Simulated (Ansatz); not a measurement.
# KBr: convergence with LAPW's basis error target

An exercise on one series of results from a longer session: the logs are not shown, and one member is left open.

The COD entry's cell or inner coordinates are ideal or old and differ from later refinements, so a difference from it is no clean test against experiment.

Method: DFT, PBE, all-electron LAPW, scalar-relativistic, in Ansatz 0.2.0.

**The system as given**

It takes space group Fm-3m (No. 225, cubic). Conventional cell: a = 6.585 Å, b = 6.585 Å, c = 6.585 Å, α = 90.00°, β = 90.00°, γ = 90.00°. K (site symmetry m-3m) has 6 Br at 3.29 Å as nearest neighbours. Around Br (site symmetry m-3m) lie 6 K at 3.29 Å.

As a file:

```
CELL_PARAMETERS angstrom
0.00000 3.29250 3.29250
3.29250 0.00000 3.29250
3.29250 3.29250 0.00000
ATOMIC_POSITIONS crystal
K 0.00000 0.00000 0.00000
Br 0.50000 0.50000 0.50000
```

The cell comes from a crystallographic database entry that wasn't checked; take it as a given geometry, which may be far from equilibrium.

Atoms are numbered in the order of the input: K1, Br2.

The first run:

The input, input.yaml:

```yaml
crystal:
  lattice:
    - [0.0, 3.2925, 3.2925]
    - [3.2925, 0.0, 3.2925]
    - [3.2925, 3.2925, 0.0]
  atoms:
    - { symbol: K, position: [0.0, 0.0, 0.0] }
    - { symbol: Br, position: [0.5, 0.5, 0.5] }
kpoints:
  mp_grid: { grid: [7, 7, 7] }
scf:
  occupations: { method: fermi_dirac, width: 0.01 }
hamiltonian:
  xc: pbe
  pseudopotentials: { kind: all_electron, lapw: { basis_error: 0.03 } }
output:
  forces: true
  stress: true
  eigenvalues: true
```

Launch:

```bash
$ ansatz run input.yaml --threads 1 --pin off --max-ram 2048MiB --backend cpu --events-out ev --progress --plain --runs-dir out
```

Among the steps run: With basis error target 0.03 eV/atom; With basis error target 0.01 eV/atom; With basis error target 0.003 eV/atom; With basis error target 0.0001 eV/atom.

One of the session's tables, all rows but one given; the rest of the session is left out.

| basis error target (eV/atom) | pressure (GPa) |
| --- | --- |
| 0.03 | 0.86 |
| 0.01 | ? |
| 0.003 | 0.83 |
| 0.0001 | 0.83 |

Q: Estimate the row for basis error target (eV/atom) = 0.01 from the others.

Worked estimate for «pressure (GPa)». A straight line through the neighbours (0.03, 0.86) and (0.003, 0.83) gives 0.86 + (0.83 − 0.86) × (0.01 − 0.03) / (0.003 − 0.03) = 0.84; a parabola fitted to 3 rows on both sides gives 0.83.

The run gave: pressure (GPa): 0.84. In «pressure (GPa)» the line misses by 0.00 and the parabola by -0.01.

Energies are those extrapolated to zero smearing.
